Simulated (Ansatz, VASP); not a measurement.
Given: the input of a run of VASP 6.6.1 on SiC.

Contents of INCAR:

```
SYSTEM = SiC
  PREC = Accurate
  ENCUT = 520
  EDIFF = 1E-6
  ISMEAR = -1
  SIGMA = 0.05
  LREAL = .False.
  LASPH = .True.
  NELM = 80
  ALGO = Normal
  ISIF = 2
  LWAVE = .False.
  LCHARG = .False.
  GGA = PS
  NBANDS = 26
```

KPOINTS

```
Automatic mesh
0
Gamma
  10 10 3
  0 0 0
```

POSCAR

```
SiC
1.0
    3.0960635787      0.0000000000      0.0000000000
   -1.5480317893      2.6812697109      0.0000000000
    0.0000000000      0.0000000000     10.1373414467
Si C
4 4
Direct
    0.0000000000      0.0000000000      0.1878943800
    0.0000000000      0.0000000000      0.6878943800
    0.3333333333      0.6666666667      0.4378419800
    0.6666666667      0.3333333333      0.9378419800
    0.0000000000      0.0000000000      0.0004600500
    0.0000000000      0.0000000000      0.5004600500
    0.3333333333      0.6666666667      0.2498025900
    0.6666666667      0.3333333333      0.7498025900
```

Potentials or basis: VASP PAW PBE potentials, release 64 (Si, C).

The run is started by

```sh
$ cat potpaw_PBE.64/Si/POTCAR potpaw_PBE.64/C/POTCAR > POTCAR
$ mpirun -np 1 vasp_std > vasp.out
```

Question: Translate it to Ansatz 0.2.0. Potentials there: all-electron LAPW, scalar-relativistic.

Answer: As run (the cutoff follows the program's own potentials):

File input.yaml:

```yaml
crystal:
  lattice:
    - [3.0960635787, 0.0, 0.0]
    - [-1.5480317893, 2.6812697109, 0.0]
    - [0.0, 0.0, 10.1373414467]
  atoms:
    - { symbol: Si, position: [0.0, 0.0, 0.18789438] }
    - { symbol: Si, position: [0.0, 0.0, 0.68789438] }
    - { symbol: Si, position: [0.3333333333, 0.6666666667, 0.43784198] }
    - { symbol: Si, position: [0.6666666667, 0.3333333333, 0.93784198] }
    - { symbol: C, position: [0.0, 0.0, 0.00046005] }
    - { symbol: C, position: [0.0, 0.0, 0.50046005] }
    - { symbol: C, position: [0.3333333333, 0.6666666667, 0.24980259] }
    - { symbol: C, position: [0.6666666667, 0.3333333333, 0.74980259] }
kpoints:
  mp_grid: { grid: [10, 10, 3] }
scf:
  occupations: { method: fermi_dirac, width: 0.05 }
hamiltonian:
  xc: pbesol
  pseudopotentials: { kind: all_electron, lapw: { basis_error: 0.001 } }
output:
  forces: true
  stress: true
  eigenvalues: true
```

Potentials or basis: all-electron LAPW, scalar-relativistic.

Command:

```console
$ ansatz run input.yaml --threads 4 --pin off --max-ram 12288MiB --backend cpu --events-out ev --progress --plain --runs-dir out
```

Both were run:

|  | VASP | Ansatz | Ansatz less VASP |
| --- | --- | --- | --- |
| gap on the k mesh at the Fermi level (eV) | 2.10 | 2.11 | +0.008 |
| least direct gap on the mesh (eV) | 3.23 | 3.24 | +0.010 |
| pressure (GPa) | -3.5 | -3.8 | -0.38 |

Ansatz ran all-electron here, so the differences hold the error of VASP's frozen core and of both bases.

Caveats: an odd mesh through Γ misses points on the zone boundary, where band edges often lie; the PAW data sets were made with another functional, which shifts forces and pressure a little (VASP).
